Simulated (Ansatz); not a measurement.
# Si12AsH11N16O4: the cost of one run

Method: DFT PBE+D3(BJ), scalar-relativistic, plane waves, PAW, in Ansatz 0.2.0.

3 further runs of the same task are left out: 3 set aside as unsound or not needed.

## 1. The starting structure

Symmetry: P1, No. 1, triclinic system. Conventional cell: a = 2.911 Å, b = 7.619 Å, c = 25.877 Å, α = 90.00°, β = 90.00°, γ = 90.00°. Around Si (site symmetry 1) lie 1 O at 1.67 Å and 3 N at 1.74 Å. Around N (site symmetry 1) lie 1 H at 1.01 Å. N (site symmetry 1) is surrounded by 3 Si at 1.74 Å. Around Si (site symmetry 1) lie 4 N at 1.73 to 1.74 Å. Around N (site symmetry 1) lie 3 Si at 1.73 to 1.74 Å. Only part of the 20 independent sites is listed.

Structure file:

```xyz
40
Lattice="5.8226 0.0000 0.0000 0.0000 7.6192 0.0000 0.0000 0.0000 25.8766" Properties=species:S:1:pos:R:3 pbc="T T T"
Si    2.1835    4.0309   10.2577
Si    5.0948    4.0309   10.2577
N     0.7278    0.0000   10.7388
N     3.6391    0.0000   10.7388
N     0.7278    4.8389   10.7612
N     3.6391    4.8389   10.7612
N     2.1835    2.4388   10.9584
N     5.0948    2.4388   10.9584
Si    0.7278    1.5988   11.4064
Si    3.6391    1.5988   11.4064
Si    0.7278    6.2417   11.7896
Si    3.6391    6.2417   11.7896
N     2.1835    6.2097   12.7411
N     5.0948    6.2097   12.7411
N     0.7286    1.4098   13.1303
N     3.6399    1.4098   13.1303
Si    2.1843    1.3474   14.0866
Si    5.0957    1.3474   14.0866
Si    2.1832    5.9760   14.4690
Si    5.0945    5.9760   14.4690
N     0.7274    5.1317   14.9356
N     3.6387    5.1317   14.9356
N     2.1861    2.7308   15.1504
N     5.0974    2.7308   15.1504
N     2.1840   -0.0452   15.0881
N     5.0953   -0.0452   15.0881
Si    0.7316    3.5364   15.6164
Si    3.6429    3.5364   15.6164
O     2.1042    3.9423    8.5964
O     5.0155    3.9423    8.5964
H     2.9817    3.8514    8.1753
H     5.8930    3.8514    8.1753
H     0.7338    7.4704    9.7371
H     3.6451    7.4704    9.7371
H     2.1815    0.1063   16.0914
H     5.0928    0.1063   16.0914
O     0.8105    3.6362   17.2794
O     3.7218    3.6362   17.2794
H    -0.0670    3.7315   17.6991
H     2.8443    3.7315   17.6991
```

Planes are indexed in the bulk's conventional cell (P6_3/m (No. 176)), a = 7.619 Å, b = 7.619 Å, c = 2.911 Å, α = 90.00°, β = 90.00°, γ = 120.00°.

This (100) slab, 5.4 Å thick as cut, with 16 Å of vacuum, in a 2×1 surface cell; its outer planes are Si (top) and Si (bottom), was relaxed beforehand with its lower half held: -16208.3917 eV, gap on the mesh 3.37 eV, ionisation potential 4.74 eV (top face), 4.67 eV (bottom face), electron affinity 1.37 eV (top face), 1.30 eV (bottom face), dipole along +c -0.017 e·Å per cell.

## 2. AsH3, inverted, over a bridge (H-H) site

input.yaml reads:

```yaml
crystal:
  lattice:
    - [5.8226178753, 0.0, 0.0]
    - [0.0, 7.6192383072, 0.0]
    - [0.0, 0.0, 30.0673671956]
  atoms:
    - { symbol: Si, position: [0.375, 0.529040354, 0.3411573408] }
    - { symbol: Si, position: [0.875, 0.529040354, 0.3411573408] }
    - { symbol: "N", position: [0.125, 0.0, 0.3571579409] }
    - { symbol: "N", position: [0.625, 0.0, 0.3571579409] }
    - { symbol: "N", position: [0.125, 0.635087624, 0.3579017174] }
    - { symbol: "N", position: [0.625, 0.635087624, 0.3579017174] }
    - { symbol: "N", position: [0.375, 0.3200857031, 0.3644600287] }
    - { symbol: "N", position: [0.875, 0.3200857031, 0.3644600287] }
    - { symbol: Si, position: [0.125, 0.2098373769, 0.3793605141] }
    - { symbol: Si, position: [0.625, 0.2098373769, 0.3793605141] }
    - { symbol: Si, position: [0.125, 0.8192029771, 0.3921066543] }
    - { symbol: Si, position: [0.625, 0.8192029771, 0.3921066543] }
    - { symbol: "N", position: [0.375, 0.8150019209, 0.4237515163] }
    - { symbol: "N", position: [0.875, 0.8150019209, 0.4237515163] }
    - { symbol: "N", position: [0.1251303347, 0.1850310093, 0.4366957534] }
    - { symbol: "N", position: [0.6251303347, 0.1850310093, 0.4366957534] }
    - { symbol: Si, position: [0.3751478601, 0.1768353898, 0.4684997704] }
    - { symbol: Si, position: [0.8751478601, 0.1768353898, 0.4684997704] }
    - { symbol: Si, position: [0.3749481471, 0.7843268594, 0.4812193025] }
    - { symbol: Si, position: [0.8749481471, 0.7843268594, 0.4812193025] }
    - { symbol: "N", position: [0.1249271033, 0.6735182205, 0.4967386314] }
    - { symbol: "N", position: [0.6249271033, 0.6735182205, 0.4967386314] }
    - { symbol: "N", position: [0.3754524263, 0.358413269, 0.5038827283] }
    - { symbol: "N", position: [0.8754524263, 0.358413269, 0.5038827283] }
    - { symbol: "N", position: [0.3750889613, -0.0059312402, 0.5018112233] }
    - { symbol: "N", position: [0.8750889613, -0.0059312402, 0.5018112233] }
    - { symbol: Si, position: [0.1256466365, 0.4641455895, 0.5193820176] }
    - { symbol: Si, position: [0.6256466365, 0.4641455895, 0.5193820176] }
    - { symbol: O, position: [0.3613893144, 0.5174107901, 0.2859032642] }
    - { symbol: O, position: [0.8613893144, 0.5174107901, 0.2859032642] }
    - { symbol: H, position: [0.5120853808, 0.5054879962, 0.2718984256] }
    - { symbol: H, position: [1.0120853808, 0.5054879962, 0.2718984256] }
    - { symbol: H, position: [0.1260211367, 0.9804704383, 0.3238437193] }
    - { symbol: H, position: [0.6260211367, 0.9804704383, 0.3238437193] }
    - { symbol: H, position: [0.3746572832, 0.0139453363, 0.5351771644] }
    - { symbol: H, position: [0.8746572832, 0.0139453363, 0.5351771644] }
    - { symbol: O, position: [0.1391969318, 0.4772418559, 0.5746882423] }
    - { symbol: O, position: [0.6391969318, 0.4772418559, 0.5746882423] }
    - { symbol: H, position: [-0.0115091491, 0.4897526419, 0.5886479265] }
    - { symbol: H, position: [0.4884908509, 0.4897526419, 0.5886479265] }
    - { symbol: As, position: [0.8565442992, 0.4045263191, 0.6862786894] }
    - { symbol: H, position: [0.7692911584, 0.5538099339, 0.71771809] }
    - { symbol: H, position: [0.7384908509, 0.4897526419, 0.6448550426] }
    - { symbol: H, position: [0.6414977632, 0.2880396203, 0.6962629357] }
basis:
  ecutwfc: 420
kpoints:
  mp_grid: { grid: [3, 2, 1] }
hamiltonian:
  xc: pbe
  dispersion: d3bj
scf:
  occupations: { method: gaussian, width: 0.05 }
output:
  forces: true
  eigenvalues: true
  write_density: true
  write_potential: true
  elf: true
  volumetric_format: npy
relax:
  adjacent_minimum: "off"
  f_tol: 0.04
  max_steps: 100
  constraints: [{ sites: [0, 1, 2, 3, 4, 5, 6, 7, 8, 9, 10, 11, 12, 13] }]
efield:
  axis: 3
  dipole_correction: true
  ramp_width: 0.04
```

Started as:

```console
ansatz run input.yaml --threads 4 --pin off --max-ram 10240MiB --backend cpu --events-out ev --progress --plain --runs-dir out
```

**Question.** How long does this run take on 4 threads of Intel Xeon Platinum 8488C (Sapphire Rapids), shared host, and how much memory does it need?

About 27 min, with a peak of 3 GiB.
